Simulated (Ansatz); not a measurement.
The system is BaTiO3.

```
CELL_PARAMETERS angstrom
3.99980 0.00000 0.00000
0.00000 3.99980 0.00000
0.00000 0.00000 4.01800
ATOMIC_POSITIONS crystal
Ba 0.00000 0.00000 0.00000
Ti 0.50000 0.50000 0.49000
O 0.00000 0.50000 0.51700
O 0.50000 0.00000 0.51700
O 0.50000 0.50000 0.01900
```

Base run:

```yaml
Program: Ansatz 0.2.0
Functional: PBE
Potentials_or_basis: Ansatz PAW
Cutoff: "420 eV (not typed: the program's choice for these potentials)"
k_mesh: 7 × 7 × 7
Occupations: fermi-dirac, width 0.05 eV
Spin: no spin polarisation
Hubbard_terms: Ti d U = 2 eV
```

Its results: band gap on the k mesh 2.15 eV, indirect (least direct gap 2.31 eV); pressure 3.0 GPa; largest force 0.216 eV/Å.

Question: The run is repeated on the same cell with these changes: hubbard terms from Ti d U = 2 eV to Ti d U = 6 eV. What comes out?

Answer: Band gap on the k mesh 2.70 eV, indirect (least direct gap 2.89 eV); pressure 4.5 GPa; largest force 0.243 eV/Å.

Caveats: the k mesh misses the band edges, so the gap on the mesh is wider than the one along the path; spin-orbit coupling is left out, which moves the levels of the heavy elements.
